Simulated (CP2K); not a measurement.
Hf under changes of volume

One of the cells (24.739 Å³/atom); the others are scaled copies at fixed shape and fractional positions:

```
Hf
1.0
     2.91381    0.00000    0.00000
     0.00000    2.91381    0.00000
     0.00000    0.00000    2.91381
Hf
1
Direct
  0.50000 0.50000 0.50000
```

The cell was built by a generator and needn't be a form met in nature.

| Item | Value |
| --- | --- |
| Program | CP2K 2026.2 |
| Functional | LDA |
| Potentials or basis | GTH_POTENTIALS Hf GTH-PADE-q12; TZVP-MOLOPT-PBE-GTH basis |
| Density cutoff | 6123 eV |
| k mesh | 9 × 9 × 9 |
| Occupations | fermi-dirac, width 0.01 eV |
| Spin | no spin polarisation |

| volume (Å³/atom) | energy over the lowest point (meV/atom) | pressure (GPa) |
| --- | --- | --- |
| 23.255 | 0.00 | -5.9 |
| 23.750 | 21.20 | -7.7 |
| 24.244 | 47.34 | -9.2 |
| 24.739 | 77.93 | -10.7 |
| 25.234 | 112.87 | -12.3 |
| 25.729 | 153.16 | -13.8 |
| 26.223 | ? | ? |

What does the run at 26.223 Å³/atom give?

Energy over the lowest point 198.12 meV/atom; pressure -15.3 GPa.

Worked out: A Birch-Murnaghan fit of order 3 (a polynomial in V^(-2/3)) to the other rows has no minimum within the range. It gives 197.71 meV/atom at 26.223 Å³/atom, against the run's 198.12, and -dE/dV = -15.2 GPa, against -15.3.

Energies are extrapolated to zero smearing.

Caveats: the basis of atomic orbitals isn't converged, which shifts pressures, moduli and gaps.
